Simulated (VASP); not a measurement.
Crystal: TaS2.

```
CELL_PARAMETERS angstrom
3.35000 0.00000 0.00000
-1.67500 2.90119 0.00000
0.00000 0.00000 5.86000
ATOMIC_POSITIONS crystal
Ta 0.00000 0.00000 0.00000
S 0.66667 0.33333 0.75000
S 0.33333 0.66667 0.25000
```

| Property | Result |
| --- | --- |
| Program | VASP 6.6.1 |
| Task | relaxation of cell and atoms |
| Functional | PBEsol |
| Dispersion | rVV10 |
| Potentials or basis | VASP PAW PBE potentials, release 64 (Ta_pv, S) |
| Cutoff | 600 eV |
| k mesh | 9 × 9 × 5 |
| Occupations | fermi-dirac, width 0.05 eV |
| Spin | no spin polarisation |

At the start: pressure 4.2 GPa; volume 18.98 Å³/atom.

Q: How do energy, volume and symmetry change on relaxing?

A: Over 16 steps the energy falls by 25.4 meV/atom and the volume is 18.47 Å³/atom (-2.7 %); space group P-3m1 (No. 164, to 0.05 Å).

The path:
```csv
step,energy change (eV),largest force (eV/Å),pressure (GPa),volume (Å³)
1,0.0000,1.0589,4.15,56.95
2,0.0605,1.0312,-8.99,61.09
3,-0.0501,0.1522,-1.75,58.57
4,-0.0684,0.0433,-0.78,57.58
5,-0.0693,0.0146,-0.53,57.33
6,-0.0697,0.1727,0.59,56.86
7,-0.0700,0.1128,0.16,57.04
8,-0.0712,0.1094,0.10,56.91
9,-0.0736,0.0994,-0.06,56.50
10,-0.0732,0.0767,-0.27,55.69
11,-0.0744,0.0944,-0.14,56.14
12,-0.0757,0.0281,-0.29,55.90
13,-0.0761,0.0485,-0.44,55.62
14,-0.0757,0.0409,0.65,55.04
15,-0.0763,0.0155,-0.04,55.40
16,-0.0763,0.0024,0.00,55.42
```

Final structure:
```yaml
crystal:
  lattice:
    - [3.31253, 0.00000, 0.00000]
    - [-1.65627, 2.86874, 0.00000]
    - [0.00000, 0.00000, 5.83217]
  atoms:
    - { symbol: Ta, position: [0.00000, 0.00000, 0.00000] }
    - { symbol: S, position: [0.66667, 0.33333, 0.73513] }
    - { symbol: S, position: [0.33333, 0.66667, 0.26487] }
```

Caveat: the PAW data sets were made with another functional, which shifts forces and pressure a little.
